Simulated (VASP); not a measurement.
MoS2, 9 atoms in the cell. The cell holds a slab with vacuum, 9 atoms: a = 3.122 Å, b = 3.122 Å, c = 33.454 Å, α = 90.00°, β = 90.00°, γ = 120.00°. 

```yaml
Program: VASP 6.6.1
Task: phonons
Functional: LDA
Potentials_or_basis: VASP PAW LDA potentials, release 64 (S, Mo_sv)
Cutoff: 600 eV
k_mesh: 12 × 12 × 1
Occupations: gaussian, width 0.03 eV
Spin: no spin polarisation
By_perturbation_theory: no
Further_INCAR_settings: ALGO = Fast; EDIFF = 1e-08; IBRION = 6; POTIM = 0.015; NSW = 1
```

Potentials or basis: VASP PAW LDA potentials, release 64 (S, Mo_sv).

The run is started by

```sh
$ cat potpaw_LDA.64/S/POTCAR potpaw_LDA.64/Mo_sv/POTCAR > POTCAR
$ cp INCAR.step1 INCAR
$ mpirun -np 8 vasp_std > vasp.out
$ cp CONTCAR POSCAR
$ cp INCAR.step2 INCAR
$ mpirun -np 8 vasp_std > vasp.out
```

Hardware: 8 MPI ranks on Intel(R) Xeon(R) Platinum 8259CL CPU @ 2.50GHz (Skylake/Cascade Lake), with other jobs on the host.

How long does it take, and how much memory?

It took 85 min on 8 MPI ranks on Intel(R) Xeon(R) Platinum 8259CL CPU @ 2.50GHz (Skylake/Cascade Lake), on a shared host, peak memory 1.5 GiB a rank. Counts: scf iterations 338, k points 19, ion steps 18.
